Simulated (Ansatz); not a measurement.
Runs of Ansatz 0.2.0 on Tl. Symmetry: P6_3/mmc, No. 194, hexagonal system. The conventional cell has a = 3.456 Å, b = 3.456 Å, c = 5.525 Å, α = 90.00°, β = 90.00°, γ = 120.00°. Around Tl (site symmetry -6m2) lie 12 Tl at 3.41 to 3.46 Å. 

```tsv
task	level	potentials or basis	spin	cell	k mesh	cutoff (eV)	smearing	sphere radius (all atoms)	moments locked	other functionals evaluated on the density	basis error allowed	other keys	gap on the mesh (eV)	pressure (GPa)	moment (μB)
relaxation of the atoms	RPBE+D3(BJ)	all-electron LAPW, inner shells corrected to Dirac's equation	non-collinear, ferrimagnetic start	atoms relaxed from: atoms moved at random, drawn with an rms of 0.1 Å	7 × 7 × 4	-	fermi-dirac 0.1 eV	-	-	-	0.001 eV/atom	-	-	-13.6	0.00
band structure	B88-PBE	all-electron LAPW, inner shells corrected to Dirac's equation	collinear, antiferromagnetic start	volume scaled by 1.15	9 × 9 × 5	149	gaussian 0.1 eV	-	-	-	0.001 eV/atom	-	-	-1.1	0.00
relaxation of the atoms	PBE exchange only	all-electron LAPW, inner shells corrected to Dirac's equation	collinear, antiferromagnetic start, moments held on the sites	atoms relaxed from: atoms moved at random	7 × 7 × 4	-	fermi-dirac 0.05 eV	1.641 Å	each atom's moment, at its start value	-	0.002 eV/atom	hamiltonian.pseudopotentials.lapw.muffin_tin_radii = 1.641	-	-	0.00
single point	BLYP+D4	all-electron LAPW, scalar-relativistic	off	volume scaled by 0.88	-	186	fermi-dirac 0.1 eV	-	-	RPBE, revPBE, BLYP	0.001 eV/atom	-	none	(a)	-
single point	PBE-LYP	all-electron LAPW, scalar-relativistic	collinear, antiferromagnetic start	as given	9 × 9 × 5	180	fermi-dirac 0.05 eV	-	-	-	0.0005 eV/atom	-	none	7.4	0.00
```

**Question.** Estimate the missing entries.

**Answer.** (a) 11.0.

Caveats: the starting moments weren't kept (some runs); spin-orbit coupling is left out, which moves the levels of the heavy elements (some runs); the SCF stop doesn't bound the stress (some runs); each atom's moment is held at its typed value, so this isn't a free magnetic state (some runs); pairwise dispersion overbinds metals, which lowers pressure and volume (some runs).

A k mesh can miss the band edges, and the runs leave out spin-orbit coupling on Tl.

A gap of «none» marks a metal or a gap under the smearing width.

Runs at the PBE level aren't shown here.
